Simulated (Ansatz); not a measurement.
# CdO: the cost of one run

Method: DFT PBEsol, scalar-relativistic, plane waves, PAW, in Ansatz 0.2.0.

2 further runs of the same task are left out: 2 set aside as unsound or not needed.

## Step 1: Starting point

Symmetry: Fm-3m, No. 225, cubic system. The conventional cell has a = 4.768 Å, b = 4.768 Å, c = 4.768 Å, α = 90.00°, β = 90.00°, γ = 90.00°. Cd (site symmetry m-3m) has 6 O at 2.38 Å as nearest neighbours. Around O (site symmetry m-3m) lie 6 Cd at 2.38 Å.

As a file:

```
CELL_PARAMETERS angstrom
0.00000 2.38384 2.38384
2.38384 0.00000 2.38384
2.38384 2.38384 0.00000
ATOMIC_POSITIONS crystal
Cd 0.00000 0.00000 0.00000
O 0.50000 0.50000 0.50000
```

It is the result of an earlier relaxation at this level (volume 13.55 Å³/atom; gap on the mesh: none (metal)).

## Step 2: The cell under PBEsol

File input.yaml:

```yaml
crystal:
  lattice:
    - [0.0, 2.3838375406, 2.3838375406]
    - [2.3838375406, 0.0, 2.3838375406]
    - [2.3838375406, 2.3838375406, 0.0]
  atoms:
    - { symbol: Cd, position: [0.0, 0.0, 0.0] }
    - { symbol: O, position: [0.5, 0.5, 0.5] }
basis:
  ecutwfc: 420
kpoints:
  mp_grid: { grid: [16, 16, 16] }
hamiltonian:
  xc: pbesol
scf:
  occupations: { method: gaussian, width: 0.1 }
output:
  forces: true
  stress: true
  eigenvalues: true
  write_density: true
  write_potential: true
  elf: true
  volumetric_format: npy
relax:
  adjacent_minimum: "off"
  f_tol: 0.005
  max_steps: 50
  cell: { stress_tol: 0.05 }
```

Started as:

```bash
$ ansatz run input.yaml --threads 1 --pin off --max-ram 2560MiB --backend cpu --events-out ev --progress --plain --runs-dir out
```

What time and memory should one allow on 1 thread of Arm Neoverse V1, shared host?

About 29 s, with a peak of 0.35 GiB.
